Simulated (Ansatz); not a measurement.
# Phosphorus, bcc: HSE06 after PBE

Aim: see what exact exchange does to the levels, and what it costs. Spin polarisation is left out. The geometry was relaxed under PBE beforehand and is kept. Exact exchange is dear, so the k-mesh is coarse, and PBE is run on the same mesh for comparison.

Program: Ansatz 0.2.0. Level of theory: DFT, plane waves (420 eV) with PBE-made PAW files, scalar-relativistic; functionals as named at each step. These are calculated values, not measurements.

**1. The starting structure**

It takes space group Im-3m (No. 229, cubic). Conventional cell: a = 3.053 Å, b = 3.053 Å, c = 3.053 Å, α = 90.00°, β = 90.00°, γ = 90.00°. P (site symmetry m-3m) is surrounded by 8 P at 2.64 Å.

Structure file:

```cif
data_structure
_symmetry_space_group_name_H-M 'P 1'
_symmetry_Int_Tables_number 1
_cell_length_a 2.6438
_cell_length_b 2.6438
_cell_length_c 2.6438
_cell_angle_alpha 109.471
_cell_angle_beta 109.471
_cell_angle_gamma 109.471
_cell_volume 14.23
loop_
_atom_site_label
_atom_site_type_symbol
_atom_site_fract_x
_atom_site_fract_y
_atom_site_fract_z
_atom_site_occupancy
P1 P 0.00000 0.00000 0.00000 1
```

**2. PBE on the coarse mesh**

The run with PBE.

Contents of input.yaml:

```yaml
crystal:
  lattice:
    - [-1.5264159377, 1.5264159377, 1.5264159377]
    - [1.5264159377, -1.5264159377, 1.5264159377]
    - [1.5264159377, 1.5264159377, -1.5264159377]
  atoms:
    - { symbol: P, position: [0.0, 0.0, 0.0] }
hamiltonian:
  xc: pbe
  pseudopotentials:
    kind: paw
    azcp:
      P: "pseudopotentials/P.paw.azcp"
basis:
  ecutwfc: 420
  fft_grid_basis: typed
kpoints:
  mp_grid: { grid: [7, 7, 7], shift: [0, 0, 0] }
magnetization:
  spin_polarized: false
scf:
  occupations: { method: fermi_dirac, width: 0.1 }
```

Run with:

```bash
> ansatz run input.yaml --threads 4 --pin off --max-ram 8192MiB --backend cpu --events-out ev --progress --plain --runs-dir out
```

**3. HSE06 on the coarse mesh**

The run with HSE06.

Changes to input.yaml since step 2:

```diff
@@ -8,3 +8,3 @@
 hamiltonian:
-  xc: pbe
+  xc: hse06
   pseudopotentials:
```

(Steps that only read results are left out.)

Q: Predict the outcome of this session. Wanted: PBE: gap; HSE06: gap; HSE06: relative to black phosphorus.

**Answer**, as computed:

```
                           quantity                         value
                           PBE: gap  none (levels filled in part)
                         HSE06: gap  none (levels filled in part)
  HSE06: SCF cycles, exchange loops                         11, 2
   HSE06: CPU time over that of PBE                            16
HSE06: relative to black phosphorus                 +860 meV/atom
```

Both PBE and HSE06 leave levels filled in part. The hybrid took 16 times as much CPU time as PBE on the same settings. The exchange operator of HSE06 was renewed in 2 outer loops. To compare with dense-mesh energies, the change of PBE from this mesh and smearing to its dense run (-67.8 meV/atom, from a run not shown) is added. Under HSE06 it lies 860 meV/atom above black phosphorus (computed apart in the same way); on such meshes a few tens of meV are uncertain for metals. The total energies in the logs cannot be compared from one functional to another.
